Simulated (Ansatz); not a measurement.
# WSe2: the cost of one run

Method: DFT PBE+D3(BJ), scalar-relativistic, plane waves, PAW, in Ansatz 0.2.0.

4 further runs of the same task are left out: 2 that didn't finish, 2 set aside as unsound or not needed.

## Step 1: The system as given

It takes space group P6_3/mmc (No. 194, hexagonal). Conventional cell: a = 3.279 Å, b = 3.279 Å, c = 12.789 Å, α = 90.00°, β = 90.00°, γ = 120.00°. W (site symmetry -6m2) has 6 Se at 2.53 Å as nearest neighbours. Around Se (site symmetry 3m) lie 3 W at 2.53 Å.

Structure file:

```cif
data_structure
_symmetry_space_group_name_H-M 'P6_3/mmc'
_symmetry_Int_Tables_number 194
_cell_length_a 3.2790
_cell_length_b 3.2790
_cell_length_c 12.7886
_cell_angle_alpha 90.000
_cell_angle_beta 90.000
_cell_angle_gamma 120.000
_cell_volume 119.08
loop_
_atom_site_label
_atom_site_type_symbol
_atom_site_symmetry_multiplicity
_atom_site_Wyckoff_symbol
_atom_site_fract_x
_atom_site_fract_y
_atom_site_fract_z
_atom_site_occupancy
W1 W 2 c 0.33333 0.66667 0.25000 1
Se1 Se 4 f 0.33333 0.66667 0.61829 1
```

It is the result of an earlier relaxation at this level (volume 19.85 Å³/atom; gap on the mesh: 0.90 eV).

## Step 2: The reference cell

Reference values: F = -42652.0115 eV; pressure -0.01 GPa; largest force 0.002 eV/Å; gap on the mesh 0.90 eV. It was computed beforehand with the settings of the runs below.

## Step 3: The scan: freezing in a mode

Mode 4 of the phonon run on this cell, counted from the lowest, is frozen in: each atom moves by x times its row below, so x is the largest displacement.

```
atom      ux      uy     uz
  W1  -0.707  -0.707  0.000
  W2   0.707   0.707  0.000
 Se3   0.703   0.703  0.000
 Se4  -0.703  -0.703  0.000
 Se5   0.703   0.703  0.000
 Se6  -0.703  -0.703  0.000
```

## Step 4: At x = -0.400 Å

File input.yaml:

```yaml
crystal:
  lattice:
    - [3.2790275604, 0.0, 0.0]
    - [-1.6395137802, 2.839721167, 0.0]
    - [0.0, 0.0, 12.7886113462]
  atoms:
    - { symbol: W, position: [0.4693925827, 0.7662689501, 0.25] }
    - { symbol: W, position: [0.5306074173, 0.2337310499, 0.75] }
    - { symbol: Se, position: [0.1980304102, 0.5676180525, 0.6182912225] }
    - { symbol: Se, position: [0.8019695898, 0.4323819475, 0.1182912225] }
    - { symbol: Se, position: [0.1980304102, 0.5676180525, 0.8817087775] }
    - { symbol: Se, position: [0.8019695898, 0.4323819475, 0.3817087775] }
basis:
  ecutwfc: 420
kpoints:
  mp_grid: { grid: [12, 12, 2] }
hamiltonian:
  xc: pbe
  dispersion: d3bj
scf:
  occupations: { method: gaussian, width: 0.05 }
output:
  forces: true
  stress: true
  eigenvalues: true
```

The run is started by

```
ansatz run input.yaml --threads 2 --pin off --max-ram 5120MiB --backend cpu --events-out ev --progress --plain --runs-dir out
```

Q: Estimate wall time and peak memory on 2 threads of Intel Xeon at 2.70GHz, shared host.

About 26 s, with a peak of 0.91 GiB.
